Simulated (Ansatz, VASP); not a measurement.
# HfO2 in VASP and in Ansatz

INCAR

```
PREC = Accurate
ENCUT = 520
EDIFF = 1E-6
ISMEAR = 0
SIGMA = 0.05
LREAL = False
LASPH = True
NELM = 80
ALGO = Normal
ISIF = 2
LWAVE = False
LCHARG = False
GGA = PE
NBANDS = 18
```

The input KPOINTS:

```
Automatic mesh
0
Gamma
  8 8 8
```

POSCAR

```
HfO2
1.0
    0.0000000000      2.5488057606      2.5488057606
    2.4341095014      0.0000000000      2.5488057606
    2.4341095014      2.5488057606      0.0000000000
Hf O
1 2
Direct
    0.0000000000      0.0000000000      0.0000000000
    0.2500000000      0.2500000000      0.2500000000
    0.7500000000      0.7500000000      0.7500000000
```

Input for Ansatz:

```yaml
crystal:
  lattice:
    - [0.0, 2.5488057606, 2.5488057606]
    - [2.4341095014, 0.0, 2.5488057606]
    - [2.4341095014, 2.5488057606, 0.0]
  atoms:
    - { symbol: Hf, position: [0.0, 0.0, 0.0] }
    - { symbol: O, position: [0.25, 0.25, 0.25] }
    - { symbol: O, position: [0.75, 0.75, 0.75] }
basis:
  ecutwfc: 420
kpoints:
  mp_grid: { grid: [8, 8, 8] }
hamiltonian:
  xc: pbe
scf:
  occupations: { method: gaussian, width: 0.05 }
output:
  forces: true
  stress: true
  eigenvalues: true
```

Change from the starting cell: strain -0.0450 x Voigt [1, 0, 0, 0, 0, 0], atoms carried along.

Alike in both runs: task single point; functional PBE; k mesh 8 × 8 × 8; occupations gaussian, width 0.05 eV; no spin polarisation.

|  | VASP | Ansatz |
| --- | --- | --- |
| version | VASP 6.6.1 | Ansatz 0.2.0 |
| potentials or method | VASP PAW PBE potentials, release 64 (Hf_pv, O) | scalar-relativistic, plane waves, PAW |
| plane-wave cutoff (eV) | 520 | 420 |
| valence electrons in the cell | 22 | 38 |

VASP gave:

| Property | Result |
| --- | --- |
| gap on the k mesh at the Fermi level (eV) | 3.32 |
| least direct gap on the mesh (eV) | 3.49 |
| pressure (GPa) | 8.5 |
| largest component of the traceless stress (GPa) | 14.92 |

Which values does Ansatz return?

gap on the k mesh at the Fermi level (eV): 3.32; least direct gap on the mesh (eV): 3.47; pressure (GPa): 12.6; largest component of the traceless stress (GPa): 14.63.

One of these differences is far larger than is usual between the two programs; its cause wasn't traced. The two sets of potentials don't hold the same shells in valence.

Caveats: spin-orbit coupling is left out, which moves the levels of the heavy elements. A k mesh can miss the band edges.
